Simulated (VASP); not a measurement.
A run of VASP 6.6.1 is set up as follows.

File INCAR:

```
SYSTEM = Si
ALGO     = Normal         ! electronic algorithm
EDIFF    = 1E-6           ! SCF threshold, eV
ENCUT    = 550            ! plane-wave cutoff, eV
GGA      = PE             ! functional
ISIF     = 2              ! what is computed and relaxed
ISMEAR   = 0              ! smearing method
LASPH    = .True.         ! aspherical terms in the spheres
LCHARG   = .False.        ! write CHGCAR
LREAL    = .False.        ! projectors in reciprocal space
LWAVE    = .False.        ! write WAVECAR
NELM     = 60             ! most SCF steps
PREC     = Accurate       ! precision mode
SIGMA    = 0.05           ! smearing width, eV
```

KPOINTS

```
k-points
0
Gamma
  8 8 8
  0 0 0
```

Contents of POSCAR:

```
Si
1.0
   -3.3254442900      3.3254442900      1.9223856600
    3.3254442900     -3.3254442900      1.9223856600
    3.3254442900      3.3254442900     -1.9223856600
Si
4
Cartesian
   -2.1362583620      2.1362583620      1.9223856600
    2.1362583620     -2.1362583620      1.9223856600
    2.1362583620      2.1362583620      1.9223856600
    1.1891859280      1.1891859280      0.0000000000
```

Potentials or basis: VASP PAW PBE potentials, release 64 (Si_GW).

Run with:

```sh
$ cat potpaw_PBE.64/Si_GW/POTCAR > POTCAR
$ mpirun -np 1 vasp_std > vasp.out
```

Q: What does it give for the band gap on the k mesh?

A: 0.26 eV, indirect (least direct gap 0.39 eV).

Q: Predict the largest force.

A: 0.008 eV/Å.

Forces on the atoms (eV/Å):
```
Si  -0.006  0.006  0.000
Si   0.006 -0.006  0.000
Si   0.006  0.006  0.000
Si  -0.006 -0.006  0.000
```

A k mesh can miss the band edges. As with any semilocal functional, this PBE gap is likely too small.
